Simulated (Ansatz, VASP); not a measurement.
## SiC in VASP and in Ansatz

The input INCAR:

```
SYSTEM = SiC
PREC     = Accurate       ! precision mode
ENCUT    = 520            ! plane-wave cutoff, eV
EDIFF    = 1E-6           ! SCF threshold, eV
ISMEAR   = 0              ! smearing method
SIGMA    = 0.05           ! smearing width, eV
LREAL    = .False.        ! projectors in reciprocal space
LASPH    = .True.         ! aspherical terms in the spheres
NELM     = 80             ! most SCF steps
ALGO     = Normal         ! electronic algorithm
ISIF     = 2              ! what is computed and relaxed
LWAVE    = .False.        ! write WAVECAR
LCHARG   = .False.        ! write CHGCAR
GGA      = PE             ! functional
NBANDS   = 11             ! bands
```

The input KPOINTS:

```
Automatic mesh
0
Gamma
  12 12 12
  0 0 0
```

The input POSCAR:

```
SiC
1.0
    0.0000000000      2.2881350000      2.1740000000
    2.1740000000      0.0000000000      2.1740000000
    2.1740000000      2.2881350000      0.0000000000
Si C
1 1
Direct
    0.0000000000      0.0000000000      0.0000000000
    0.7500000000      0.7500000000      0.7500000000
```

Input for Ansatz:

```yaml
crystal:
  lattice:
    - [0.0, 2.288135, 2.174]
    - [2.174, 0.0, 2.174]
    - [2.174, 2.288135, 0.0]
  atoms:
    - { symbol: Si, position: [0.0, 0.0, 0.0] }
    - { symbol: C, position: [0.75, 0.75, 0.75] }
basis:
  ecutwfc: 420
kpoints:
  mp_grid: { grid: [12, 12, 12] }
hamiltonian:
  xc: pbe
scf:
  occupations: { method: gaussian, width: 0.05 }
output:
  forces: true
  stress: true
  eigenvalues: true
```

Change from the starting cell: strain +0.0525 x Voigt [0, 1, 0, 0, 0, 0], atoms carried along.

Alike in both runs: task single point; functional PBE; k mesh 12 × 12 × 12; occupations gaussian, width 0.05 eV; no spin polarisation.

```csv
,VASP,Ansatz
version,VASP 6.6.1,Ansatz 0.2.0
potentials or method,"VASP PAW PBE potentials, release 64 (Si, C)","scalar-relativistic, plane waves, PAW"
plane-wave cutoff (eV),520,420
valence electrons in the cell,8,8
```

```tsv
	VASP	Ansatz	Ansatz less VASP
gap on the k mesh at the Fermi level (eV)	1.13	1.13	+0.002
least direct gap on the mesh (eV)	4.45	4.45	+0.002
pressure (GPa)	-6.1	-6.0	+0.04
largest component of the traceless stress (GPa)	9.59	9.57	-0.022
```

A k mesh can miss the band edges.
